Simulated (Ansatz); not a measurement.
The system is Mg.

```
Mg
1.0
     3.20930    0.00000    0.00000
    -1.60465    2.77934    0.00000
     0.00000    0.00000    5.21030
Mg
2
Direct
  0.66667 0.33333 0.75000
  0.33333 0.66667 0.25000
```

A run of Ansatz 0.2.0 on this cell left the log below. Logs are shortened: lines on timing, memory, paths and dates and some standing lists are left out, and cuts for length are marked.

```text
Warning: RAYON_NUM_THREADS=2 ignored (pool sized by the plan → 2); use --threads N
Engine: ansatz 0.2.0, x86_64-unknown-linux-gnu
Pseudopotentials: kind: paw
Pseudopotential: Mg, paw, valence charge 10, recommended cutoff 420 eV (normal), Mg.paw.azcp
Functional definition: PBE
  parameter kappa = 0.804
  parameter beta = 0.06672455060314922
  exchange = pbe_x(kappa = kappa, mu = beta*pi^2/3)
  correlation = pbe_c(beta = beta)
Crystal: 2 atoms, lattice volume = 46.474 Å³
Basis set: ecut = 420 eV, 941 PW (Γ), exchange–correlation on 48×48×72 points (8 copies of the dense FFT grid, shifted against one another)
Bands: 14, of which v1, the nominal top of the filled ones, is band 10 counted from 1 (9 counted from 0)
Symmetry: 24 space group operations
Space group: P63/mmc (ITA 194), of the structure as read, at distance tolerance 3.6e-5 Å
k-points: 42 of 500
Non-local potential: Mg, projectors of the file, l = 0: 3, l = 1: 2, l = 2: 1
PAW form: soft (Blöchl's): semilocal exchange-correlation on the pseudo side does not see the compensation charge
PAW one-centre angular grid: Mg, 110 points (default); XC on 64 Gauss nodes
Initial density: superposition of atomic densities (neutral atoms: chi_scale 0, normalization atom), corrected by the library's trained network
Initial wavefunctions: pseudopotential atomic-orbital guess
Functional: x = pbe(κ = 0.804, μ = 0.2195149727645171), c = pbe(β = 0.06672455060314922)
SCF iter   1: F=—  HF=-3847.592470 eV  |F-HF|=—  |Δ(HF+E_count)|=         —  Δρ=6.34e-4  dr2=1.79e-4  ethr=1.77e-3  ⟨swp⟩=6.0  Hψ=3115  notcnv=0
preconditioner: auto → none  [insulator: Δε(μ)=0.059 eV  Ē_g=6.860 eV  σ=0.027 eV  W_gap=0.80  n_scr=8 (ndim 8)  ℏωp=10.9 eV  f_vac=0.000  D(μ)=2.48/eV (n_scr^D=22)  ε∞_Penn≈3.5]
SCF iter   2: F=—  HF=-3847.592183 eV  |F-HF|=—  |Δ(HF+E_count)|=   2.87e-4  Δρ=3.10e-4  dr2=2.92e-5  ethr=8.93e-7  ⟨swp⟩=2.6  Hψ=1377  notcnv=0
SCF iter   3: F=—  HF=-3847.592221 eV  |F-HF|=—  |Δ(HF+E_count)|=   3.80e-5  Δρ=8.24e-5  dr2=2.16e-6  ethr=1.46e-7  ⟨swp⟩=3.0  Hψ=1018  notcnv=0
iter 4 did not close the SCF: its close was put off for the readings that it lacked (scf_convergence_deferred on its scf_iter line)
SCF iter   4: F=-3847.592222 eV  HF=-3847.592222 eV  |F-HF|=7.49e-8  |Δ(HF+E_count)|=   1.42e-6  Δρ=2.29e-5  dr2=9.78e-8  ethr=1.08e-8  ⟨swp⟩=2.0  Hψ=669  notcnv=0
iter 5 did not close the SCF: its close was put off for the readings that it lacked (scf_convergence_deferred on its scf_iter line)
SCF iter   5: F=-3847.592222 eV  HF=-3847.592222 eV  |F-HF|=3.91e-11  |Δ(HF+E_count)|=   2.96e-8  Δρ=1.08e-6  dr2=4.76e-10  ethr=4.89e-10  ⟨swp⟩=2.0  Hψ=1005  notcnv=0
SCF iter   6: F=-3847.592222 eV  HF=-3847.592222 eV  |F-HF|=0.00e0  |Δ(HF+E_count)|=  9.23e-11  Δρ=4.75e-8  dr2=2.34e-13  ethr=2.38e-12  ⟨swp⟩=4.2  Hψ=2715  notcnv=0
SCF 1 converged in 6 iterations: F = -3847.592222 eV  dr2 = 2.34e-13
  greatest PAW one-centre occupation: 1.000 electrons in one spin orbital (limit 2), on the Mg atom at site 1 (counted from 0), in its partial waves of l = 0
SCF converged after 6 iterations
Free energy (F): -3847.592222 eV
Harris-Foulkes:  -3847.592222 eV  (|F-HF|=0.00e0)
Internal energy: -3847.591319 eV  (E = F + TS)
E sigma→0 (E₀):  -3847.591770 eV
Entropy (-TS):   -0.000904 eV (-0.452 meV/atom)
Fermi energy:    5.549678 eV
--- Per-component energies (eV) ---
  E_band       = -717.136712
  E_kinetic    = 149.503930
  E_local      = -3250.328517  (includes V_loc(G=0)·N_el)
  E_nonlocal   = 191.372824
  E_hartree    = 1161.088162
  E_xc         = -56.720868
  E_vxc        = -73.166169  (∫ρ·V_xc dr)
  E_paw        = -585.115020  (= ΣΔE_a)
  E_vpaw       = -56.695117  (= ΣTr[D̂ρ^β])
  E_aug_tail   = -0.000008  (compensation charges beyond the density's cutoff)
  E_ewald      = -1457.391822
  E_smearing   = -0.000904  (= −TS)
  E_closure    = 0.000000  (closes the sum)
  Σ components = -3847.592222   (vs F -3847.592222, Δ=0.00e0)
--- Forces (eV/Å), atoms counted from 1 ---
  atom   1  Mg     0.00000000    -0.00000000     0.00000000
  atom   2  Mg     0.00000000     0.00000000     0.00000000
  max |Σ_I F_I| component: 9.25e-18 eV/Å
--- Stress (GPa, compression-positive) ---
       -0.672563       0.000000       0.000000
        0.000000      -0.672563       0.000000
        0.000000       0.000000       0.030566
  P = ⅓ Tr σ = -0.4382 GPa (-4.382 kbar)
--- Band table (eV; the first three rows and the last of 42) ---
  k-point 0: bands = ["-70.4678", "-70.4650", "-37.2343", "-37.2116", "-37.2116", "-37.2069", "-37.2069", "-37.2035", "-1.3276", "3.8963", "4.3076", "16.4089", "16.4089", "16.5072"]
  k-point 1: bands = ["-70.4675", "-70.4653", "-37.2314", "-37.2111", "-37.2111", "-37.2074", "-37.2074", "-37.2064", "-1.1046", "2.1714", "6.4173", "15.2856", "16.5831", "16.5831"]
  k-point 2: bands = ["-70.4668", "-70.4660", "-37.2237", "-37.2142", "-37.2100", "-37.2100", "-37.2085", "-37.2085", "-0.4393", "0.6583", "9.0831", "12.0844", "17.0223", "17.0223"]
  k-point 41: bands = ["-70.4645", "-70.4644", "-37.2308", "-37.2306", "-37.2250", "-37.2227", "-37.2115", "-37.2105", "4.6183", "5.5075", "6.3755", "6.6822", "7.7041", "7.8690"]
```

Problem. Write the input and the command behind it.

Solution. Single point with PBE, no spin polarisation. The files as run (others can give the same):

input.yaml
```yaml
crystal:
  lattice:
    - [3.2093, 0.0, 0.0]
    - [-1.60465, 2.7793353284, 0.0]
    - [0.0, 0.0, 5.2103]
  atoms:
    - { symbol: Mg, position: [0.6666666667, 0.3333333333, 0.75] }
    - { symbol: Mg, position: [0.3333333333, 0.6666666667, 0.25] }
hamiltonian:
  xc: pbe
  pseudopotentials: { kind: paw }
kpoints:
  mp_grid: { grid: [10, 10, 5] }
scf:
  occupations: { method: gaussian, width: 0.027 }
output:
  forces: true
  stress: true
  eigenvalues: true
  write_density: true
  write_potential: true
  elf: true
  volumetric_format: npy
```

Potentials or basis: Ansatz PAW.
Launch:
```console
$ ansatz run input.yaml --threads 2 --pin off --max-ram 5632MiB --backend cpu --events-out ev --progress --plain --runs-dir out
```
